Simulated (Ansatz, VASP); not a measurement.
**Ta: VASP beside Ansatz**

Contents of INCAR:

```
PREC     = Accurate       # precision mode
ENCUT    = 520            # plane-wave cutoff, eV
EDIFF    = 1E-7           # SCF threshold, eV
ISMEAR   = -1             # smearing method
SIGMA    = 0.05           # smearing width, eV
LREAL    = False          # projectors in reciprocal space
LASPH    = True           # aspherical terms in the spheres
NELM     = 100            # most SCF steps
ALGO     = Fast           # electronic algorithm
ISIF     = 2              # what is computed and relaxed
LWAVE    = False          # write WAVECAR
LCHARG   = True           # write CHGCAR
GGA      = PS             # functional
LELF     = True           # ELF
LVHAR    = True         
NBANDS   = 18             # bands
```

The input KPOINTS:

```
Automatic mesh
0
Gamma
  11 11 5
```

POSCAR

```
Ta
1.0
    2.8809059017      0.0000000000      0.0000000000
   -1.4404529508      2.4949376968      0.0000000000
    0.0000000000      0.0000000000      5.1315999754
Ta
2
Direct
    0.3333333333      0.6666666667      0.2500000000
    0.6666666667      0.3333333333      0.7500000000
```

File input.yaml:

```yaml
crystal:
  lattice:
    - [2.8809059017, 0.0, 0.0]
    - [-1.4404529508, 2.4949376968, 0.0]
    - [0.0, 0.0, 5.1315999754]
  atoms:
    - { symbol: Ta, position: [0.3333333333, 0.6666666667, 0.25] }
    - { symbol: Ta, position: [0.6666666667, 0.3333333333, 0.75] }
kpoints:
  mp_grid: { grid: [11, 11, 5] }
scf:
  occupations: { method: fermi_dirac, width: 0.05 }
hamiltonian:
  xc: pbesol
  pseudopotentials: { kind: all_electron, lapw: { basis_error: 0.0005 } }
output:
  forces: true
  stress: true
  eigenvalues: true
```

Change from the starting cell: volume scaled by 0.98.

Alike in both runs: task single point; functional PBEsol; k mesh 11 × 11 × 5; occupations fermi-dirac, width 0.05 eV; no spin polarisation.

|  | VASP | Ansatz |
| --- | --- | --- |
| version | VASP 6.6.1 | Ansatz 0.2.0 |
| potentials or method | VASP PAW PBE potentials, release 64 (Ta_pv) | all-electron LAPW, scalar-relativistic |
| plane-wave cutoff (eV) | 520 | see its input |

```tsv
	VASP	Ansatz	Ansatz less VASP
gap on the k mesh at the Fermi level (eV)	none	none	-
pressure (GPa)	-3.5	-3.7	-0.16
largest component of the traceless stress (GPa)	1.03	1.07	+0.042
```

A gap of «none» marks a metal or a gap that the smearing closes. Ansatz ran all-electron here, so the differences hold the error of VASP's frozen core and of both bases.

Caveats: the PAW data sets were made with another functional, which shifts forces and pressure a little (VASP). Spin-orbit coupling is left out, which matters for the levels of Ta.
